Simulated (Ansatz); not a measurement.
## SiC (Moissanite) under changes of volume

One of the cells (10.341 Å³/atom); the others are scaled copies at fixed shape and fractional positions:

```
CELL_PARAMETERS angstrom
3.07600 0.00000 0.00000
-1.53800 2.66389 0.00000
0.00000 0.00000 5.04800
ATOMIC_POSITIONS crystal
Si 0.66667 0.33333 0.50000
Si 0.33333 0.66667 0.00000
C 0.66667 0.33333 0.88500
C 0.33333 0.66667 0.38500
```

| Property | Result |
| --- | --- |
| Program | Ansatz 0.2.0 |
| Functional | PBE |
| Potentials or basis | JTH PAW |
| Cutoff | 780 eV (not typed: the program's choice for these potentials) |
| k mesh | 10 × 10 × 5 |
| Occupations | fermi-dirac, width 0.05 eV |
| Spin | no spin polarisation |

| volume (Å³/atom) | energy over the lowest point (meV/atom) | pressure (GPa) | gap on the mesh (eV) | largest force (eV/Å) |
| --- | --- | --- | --- | --- |
| 9.721 | 42.24 | 18.8 | 2.38 | 0.849 |
| 9.927 | 21.73 | 13.1 | 2.42 | 0.813 |
| 10.134 | 8.28 | 7.9 | 2.45 | 0.780 |
| 10.341 | 1.24 | 3.1 | 2.49 | 0.748 |
| 10.548 | 0.00 | -1.2 | 2.52 | 0.717 |
| 10.755 | ? | ? | ? | ? |
| 10.961 | 12.85 | -8.6 | 2.48 | 0.662 |

Question: What does the run at 10.755 Å³/atom give?

Answer: Energy over the lowest point 4.04 meV/atom; pressure -5.0 GPa; gap on the mesh 2.52 eV; largest force 0.689 eV/Å.

Worked out: A Birch-Murnaghan fit of order 3 (a polynomial in V^(-2/3)) to the other rows has its minimum at 10.49 Å³/atom with B0 = V·E''(V) = 213 GPa and B' = 4.1 at fixed shape and positions, which overstates the stiffness. It gives 4.07 meV/atom at 10.755 Å³/atom, against the run's 4.04, and -dE/dV = -5.0 GPa, against -5.0. A parabola through the other rows of the gap, of slope -0.379 eV per unit of ln V there, gives 2.50 eV, against the run's 2.52.

Energies are extrapolated to zero smearing.

Caveats: odd divisions of the mesh miss points on the zone boundary, where band edges often lie, so the gap on the mesh can be too wide.

A mesh can miss the band edges.
